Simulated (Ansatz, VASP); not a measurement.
# GaN: VASP beside Ansatz

File INCAR:

```
  PREC = Accurate
  ENCUT = 520
  EDIFF = 1E-7
  ISMEAR = -1
  SIGMA = 0.02
  LREAL = False
  LASPH = True
  NELM = 80
  ALGO = Fast
  ISIF = 2
  LWAVE = False
  LCHARG = False
  GGA = PE
  NBANDS = 16
```

The input KPOINTS:

```
regular mesh
0
Gamma
  10 10 10
```

The input POSCAR:

```
GaN
1.0
    0.0000000000      2.0663449315      2.0663449315
    2.0663449315      0.0000000000      2.0663449315
    2.0663449315      2.0663449315      0.0000000000
Ga N
1 1
Direct
    0.0000000000      0.0000000000      0.0000000000
    0.5000000000      0.5000000000      0.5000000000
```

Input for Ansatz:

```yaml
crystal:
  lattice:
    - [0.0, 2.0663449315, 2.0663449315]
    - [2.0663449315, 0.0, 2.0663449315]
    - [2.0663449315, 2.0663449315, 0.0]
  atoms:
    - { symbol: Ga, position: [0.0, 0.0, 0.0] }
    - { symbol: "N", position: [0.5, 0.5, 0.5] }
kpoints:
  mp_grid: { grid: [10, 10, 10] }
  band_path:
    path:
      - [0.0, 0.0, 0.0]
      - [0.5, 0.0, 0.5]
      - [0.625, 0.25, 0.625]
      - [0.375, 0.375, 0.75]
      - [0.5, 0.5, 0.5]
      - [0.5, 0.25, 0.75]
      - [0.0, 0.177083, -0.177083]
      - [0.0, 0.5, 0.5]
    npoints: 1
hamiltonian:
  xc: pbe
scf:
  occupations: { method: fermi_dirac, width: 0.02 }
  n_extra_bands: 4
output:
  forces: true
  stress: true
  eigenvalues: true
```

Change from the starting cell: hydrostatic strain -2.0%.

Alike in both runs: task single point; functional PBE; k mesh 10 × 10 × 10; occupations fermi-dirac, width 0.02 eV; no spin polarisation.

|  | VASP | Ansatz |
| --- | --- | --- |
| version | VASP 6.6.1 | Ansatz 0.2.0 |
| potentials or method | VASP PAW PBE potentials, release 64 (Ga_d, N) | plane waves, PAW |
| plane-wave cutoff (eV) | 520 | 420 |
| valence electrons in the cell | 18 | 18 |

```tsv
	VASP	Ansatz	Ansatz less VASP
gap on the k mesh at the Fermi level (eV)	1.06	1.07	+0.012
pressure (GPa)	26.3	25.4	-0.98
```

With one functional, cell and mesh, what is left measures potentials, basis and numerics.

Caveats: so large a pressure means that the cell lies far from this level's equilibrium, or that cutoff or potentials fall short (VASP). A k mesh can miss the band edges.
